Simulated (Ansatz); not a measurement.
## SiC: Quadrupolar parameters

The cell is a structure deposited in the COD, taken as it stands.

```cif
data_structure
_symmetry_space_group_name_H-M 'P 1'
_symmetry_Int_Tables_number 1
_cell_length_a 3.0760
_cell_length_b 3.0760
_cell_length_c 5.0480
_cell_angle_alpha 90.000
_cell_angle_beta 90.000
_cell_angle_gamma 120.000
_cell_volume 41.36
loop_
_atom_site_label
_atom_site_type_symbol
_atom_site_fract_x
_atom_site_fract_y
_atom_site_fract_z
_atom_site_occupancy
Si1 Si 0.33333 0.66667 0.00000 1
Si2 Si 0.66667 0.33333 0.50000 1
C3 C 0.33333 0.66667 0.38500 1
C4 C 0.66667 0.33333 0.88500 1
```

Atom numbers follow the list; atoms alike are taken as one site, whose name carries the number of the first.

Method: Kohn–Sham DFT in Ansatz, PBE, plane waves and PAW, scalar-relativistic, 420 eV cutoff, Γ-centred 16×16×9 k-points, Fermi–Dirac smearing 0.02 eV.

Conventions: |V_zz| ≥ |V_yy| ≥ |V_xx|, η = (V_xx − V_yy)/V_zz, C_Q = eQV_zz/h.

| site | atoms (order as listed) | first shell | V_zz (10²¹ V/m²) | η | C_Q (MHz) |
| --- | --- | --- | --- | --- | --- |
| Si | 1, 2 | 4 C at 1.87–1.94 Å | 1.68 | 0.00 | – |
| C | 3, 4 | 4 Si at 1.87–1.94 Å | 0.24 | 0.00 | – |

An axis of threefold or higher order runs through Si and C, so V_zz lies along it and η is zero.

Si, C have no stable isotope with a ground-state quadrupole moment in the table, so no C_Q is given.

At this cell the principal stresses reach 5 GPa in size with PBE, which can matter for small gradients. The largest force is 0.8 eV/Å, so the atoms aren't at the calculated equilibrium and relaxing them would move these values.
